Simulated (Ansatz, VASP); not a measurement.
**Two plane-wave programs on Br**

```xyz
1
Lattice="0.0000 2.2975 2.2975 2.2975 0.0000 2.2975 2.2975 2.2975 0.0000" Properties=species:S:1:pos:R:3 pbc="T T T"
Br    0.0000    0.0000    0.0000
```

Change from the starting cell: volume scaled by 0.92, PAW files.

Alike in both runs: task single point; functional PBE; k mesh 14 × 14 × 14; occupations fermi-dirac, width 0.05 eV; no spin polarisation.

```csv
,VASP,Ansatz
version,VASP 6.6.1,Ansatz 0.2.0
potentials or method,"VASP PAW PBE potentials, release 64 (Br)","PAW with Ansatz's default frozen-core files, scalar-relativistic"
plane-wave cutoff (eV),520,420
valence electrons in the cell,7,7
```

|  | VASP | Ansatz | Ansatz less VASP |
| --- | --- | --- | --- |
| pressure (GPa) | 3.0 | 2.9 | -0.02 |

Caveats: an odd number of electrons without spin polarisation forces a metal; a magnetic or distorted state may lie lower.
